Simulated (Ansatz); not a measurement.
Born–Oppenheimer molecular dynamics of a periodic cell of 17 atoms, Cd9O8 (surface CdO(111), adsorbate Cd). It starts from a relaxed structure.

Level of theory: DFT LDA, scalar-relativistic, plane waves, PAW (Ansatz). Settings: accuracy low, cutoff 420 eV, k mesh 2x2x1, fermi-dirac smearing 0.05 eV, no spin polarisation.

| Item | Value |
| --- | --- |
| ensemble | NVE (velocity Verlet) |
| time step | 1.5 fs |
| steps asked | 210 |
| starting velocities drawn for | 2400 K |
| atoms held | 1, 3, 5, 7 |
| seed | 826634 |

Frames 7.5 fs apart, positions in Å.

Velocities at 120.0 fs (Å/ps):

```
Cd 0.00 0.00 0.00
O 4.01 -6.53 2.38
Cd 0.00 0.00 0.00
O 8.41 5.65 -4.18
Cd 0.00 0.00 0.00
O 11.33 2.39 4.35
Cd 0.00 0.00 0.00
O -8.38 5.36 10.56
Cd 0.21 2.20 0.78
O -4.29 -2.66 -0.83
Cd 1.12 4.45 1.02
O 2.81 -5.29 -9.10
Cd 3.52 2.55 3.41
O 4.71 -1.88 -9.38
Cd -0.63 3.44 1.54
O -11.25 1.64 6.52
Cd -3.67 -0.02 1.87
```

```xyz
17
Lattice="6.6892 0.0000 0.0000 3.3446 5.7930 0.0000 0.0000 0.0000 15.0963" Properties=species:S:1:pos:R:3 time_fs=120.0 energy_less_start_eV=2.703 T=794
Cd 0.000 0.000 1.000
O 5.073 4.809 1.378
Cd 1.672 2.897 1.000
O 3.455 2.687 2.399
Cd 3.345 0.000 1.000
O 8.442 4.941 1.547
Cd 5.017 2.897 1.000
O 6.718 1.976 1.721
Cd 6.633 4.069 4.826
O 1.807 3.357 5.195
Cd 5.176 1.111 4.063
O 0.314 0.511 4.310
Cd 3.498 4.377 4.278
O 4.751 2.970 5.000
Cd 1.691 1.732 3.798
O 6.599 6.154 4.594
Cd 3.158 1.880 6.275
17
Lattice="6.6892 0.0000 0.0000 3.3446 5.7930 0.0000 0.0000 0.0000 15.0963" Properties=species:S:1:pos:R:3 time_fs=127.5 energy_less_start_eV=3.053 T=586
Cd 0.000 0.000 1.000
O 5.090 4.785 1.400
Cd 1.672 2.897 1.000
O 3.492 2.714 2.380
Cd 3.345 0.000 1.000
O 8.475 4.933 1.592
Cd 5.017 2.897 1.000
O 6.659 2.008 1.806
Cd 6.631 4.086 4.833
O 1.788 3.333 5.200
Cd 5.179 1.145 4.068
O 0.326 0.470 4.253
Cd 3.523 4.392 4.301
O 4.805 2.952 4.953
Cd 1.692 1.760 3.804
O 6.521 6.168 4.651
Cd 3.131 1.880 6.287
17
Lattice="6.6892 0.0000 0.0000 3.3446 5.7930 0.0000 0.0000 0.0000 15.0963" Properties=species:S:1:pos:R:3 time_fs=135.0 energy_less_start_eV=2.747 T=767
Cd 0.000 0.000 1.000
O 5.077 4.818 1.430
Cd 1.672 2.897 1.000
O 3.469 2.707 2.390
Cd 3.345 0.000 1.000
O 8.408 4.884 1.657
Cd 5.017 2.897 1.000
O 6.626 2.018 1.898
Cd 6.625 4.104 4.840
O 1.800 3.311 5.231
Cd 5.173 1.179 4.068
O 0.317 0.457 4.211
Cd 3.546 4.393 4.319
O 4.878 2.943 4.958
Cd 1.702 1.792 3.801
O 6.467 6.187 4.723
Cd 3.105 1.883 6.297
17
Lattice="6.6892 0.0000 0.0000 3.3446 5.7930 0.0000 0.0000 0.0000 15.0963" Properties=species:S:1:pos:R:3 time_fs=142.5 energy_less_start_eV=2.327 T=1017
Cd 0.000 0.000 1.000
O 5.034 4.883 1.466
Cd 1.672 2.897 1.000
O 3.395 2.665 2.428
Cd 3.345 0.000 1.000
O 8.299 4.827 1.729
Cd 5.017 2.897 1.000
O 6.625 2.005 1.987
Cd 6.618 4.124 4.849
O 1.835 3.303 5.288
Cd 5.159 1.210 4.061
O 0.297 0.489 4.178
Cd 3.567 4.378 4.334
O 4.947 2.962 5.019
Cd 1.719 1.826 3.787
O 6.448 6.207 4.805
Cd 3.081 1.887 6.305
17
Lattice="6.6892 0.0000 0.0000 3.3446 5.7930 0.0000 0.0000 0.0000 15.0963" Properties=species:S:1:pos:R:3 time_fs=150.0 energy_less_start_eV=2.232 T=1074
Cd 0.000 0.000 1.000
O 4.982 4.934 1.508
Cd 1.672 2.897 1.000
O 3.300 2.597 2.487
Cd 3.345 0.000 1.000
O 8.207 4.789 1.802
Cd 5.017 2.897 1.000
O 6.643 1.980 2.055
Cd 6.613 4.146 4.860
O 1.877 3.319 5.364
Cd 5.137 1.237 4.047
O 0.277 0.533 4.157
Cd 3.586 4.354 4.346
O 4.992 3.000 5.131
Cd 1.740 1.860 3.764
O 6.464 6.222 4.889
Cd 3.060 1.893 6.312
17
Lattice="6.6892 0.0000 0.0000 3.3446 5.7930 0.0000 0.0000 0.0000 15.0963" Properties=species:S:1:pos:R:3 time_fs=157.5 energy_less_start_eV=2.332 T=1014
Cd 0.000 0.000 1.000
O 4.957 4.939 1.561
Cd 1.672 2.897 1.000
O 3.223 2.516 2.552
Cd 3.345 0.000 1.000
O 8.159 4.773 1.877
Cd 5.017 2.897 1.000
O 6.660 1.955 2.086
Cd 6.613 4.170 4.872
O 1.909 3.363 5.444
Cd 5.105 1.264 4.028
O 0.270 0.554 4.155
Cd 3.603 4.325 4.354
O 5.001 3.029 5.279
Cd 1.763 1.891 3.736
O 6.514 6.228 4.961
Cd 3.041 1.902 6.321
17
Lattice="6.6892 0.0000 0.0000 3.3446 5.7930 0.0000 0.0000 0.0000 15.0963" Properties=species:S:1:pos:R:3 time_fs=165.0 energy_less_start_eV=2.326 T=1018
Cd 0.000 0.000 1.000
O 4.975 4.889 1.625
Cd 1.672 2.897 1.000
O 3.217 2.444 2.592
Cd 3.345 0.000 1.000
O 8.161 4.775 1.952
Cd 5.017 2.897 1.000
O 6.665 1.938 2.071
Cd 6.619 4.195 4.886
O 1.922 3.431 5.516
Cd 5.068 1.292 4.007
O 0.276 0.545 4.174
Cd 3.619 4.295 4.359
O 4.979 3.035 5.441
Cd 1.778 1.916 3.711
O 6.592 6.224 5.011
Cd 3.025 1.914 6.331
17
Lattice="6.6892 0.0000 0.0000 3.3446 5.7930 0.0000 0.0000 0.0000 15.0963" Properties=species:S:1:pos:R:3 time_fs=172.5 energy_less_start_eV=2.089 T=1159
Cd 0.000 0.000 1.000
O 5.015 4.810 1.690
Cd 1.672 2.897 1.000
O 3.317 2.394 2.579
Cd 3.345 0.000 1.000
O 8.203 4.791 2.016
Cd 5.017 2.897 1.000
O 6.656 1.929 2.010
Cd 6.628 4.216 4.904
O 1.912 3.512 5.568
Cd 5.028 1.321 3.984
O 0.288 0.526 4.207
Cd 3.634 4.268 4.362
O 4.941 3.023 5.594
Cd 1.781 1.932 3.694
O 6.689 6.218 5.035
Cd 3.012 1.930 6.344
17
Lattice="6.6892 0.0000 0.0000 3.3446 5.7930 0.0000 0.0000 0.0000 15.0963" Properties=species:S:1:pos:R:3 time_fs=180.0 energy_less_start_eV=2.175 T=1107
Cd 0.000 0.000 1.000
O 5.052 4.744 1.750
Cd 1.672 2.897 1.000
O 3.488 2.356 2.533
Cd 3.345 0.000 1.000
O 8.274 4.817 2.055
Cd 5.017 2.897 1.000
O 6.644 1.925 1.914
Cd 6.638 4.232 4.926
O 1.888 3.588 5.596
Cd 4.991 1.351 3.961
O 0.297 0.515 4.244
Cd 3.649 4.241 4.365
O 4.903 3.006 5.715
Cd 1.773 1.940 3.685
O 6.789 6.225 5.043
Cd 3.001 1.950 6.356
17
Lattice="6.6892 0.0000 0.0000 3.3446 5.7930 0.0000 0.0000 0.0000 15.0963" Properties=species:S:1:pos:R:3 time_fs=187.5 energy_less_start_eV=2.646 T=828
Cd 0.000 0.000 1.000
O 5.078 4.726 1.803
Cd 1.672 2.897 1.000
O 3.657 2.309 2.495
Cd 3.345 0.000 1.000
O 8.358 4.845 2.060
Cd 5.017 2.897 1.000
O 6.648 1.922 1.800
Cd 6.646 4.242 4.952
O 1.862 3.638 5.596
Cd 4.961 1.380 3.938
O 0.298 0.524 4.276
Cd 3.664 4.217 4.368
O 4.872 2.996 5.794
Cd 1.760 1.942 3.680
O 6.867 6.248 5.048
Cd 2.991 1.973 6.367
17
Lattice="6.6892 0.0000 0.0000 3.3446 5.7930 0.0000 0.0000 0.0000 15.0963" Properties=species:S:1:pos:R:3 time_fs=195.0 energy_less_start_eV=2.988 T=625
Cd 0.000 0.000 1.000
O 5.093 4.766 1.847
Cd 1.672 2.897 1.000
O 3.767 2.250 2.485
Cd 3.345 0.000 1.000
O 8.439 4.868 2.028
Cd 5.017 2.897 1.000
O 6.679 1.920 1.683
Cd 6.649 4.247 4.984
O 1.850 3.651 5.570
Cd 4.942 1.409 3.915
O 0.291 0.552 4.297
Cd 3.679 4.197 4.371
O 4.852 3.002 5.825
Cd 1.745 1.938 3.677
O 6.900 6.275 5.065
Cd 2.983 1.999 6.377
17
Lattice="6.6892 0.0000 0.0000 3.3446 5.7930 0.0000 0.0000 0.0000 15.0963" Properties=species:S:1:pos:R:3 time_fs=202.5 energy_less_start_eV=2.925 T=662
Cd 0.000 0.000 1.000
O 5.096 4.840 1.878
Cd 1.672 2.897 1.000
O 3.779 2.185 2.495
Cd 3.345 0.000 1.000
O 8.495 4.874 1.966
Cd 5.017 2.897 1.000
O 6.732 1.927 1.573
Cd 6.647 4.248 5.019
O 1.858 3.623 5.519
Cd 4.939 1.436 3.896
O 0.272 0.590 4.305
Cd 3.694 4.182 4.373
O 4.849 3.028 5.809
Cd 1.730 1.930 3.675
O 6.880 6.294 5.099
Cd 2.976 2.027 6.384
```

Of the whole run (315 fs, mean temperature of the second half 1073 K): The conserved energy stayed within 0.33 meV per atom of its start (net change 0.2 meV per atom), so the integration is sound. The temperature averaged 0.45 of the 2400 K drawn at the start: a run that starts near a minimum puts about half its kinetic energy into the potential. A run of 0.32 ps of so small a system gives no equilibrium averages. Limits of this set-up: coarse k mesh, thin slab, slab without dipole correction, low accuracy level.

Time of the run: 16 min on 2 threads of Arm Neoverse V2 (shared host), peak memory 1.2 GiB.
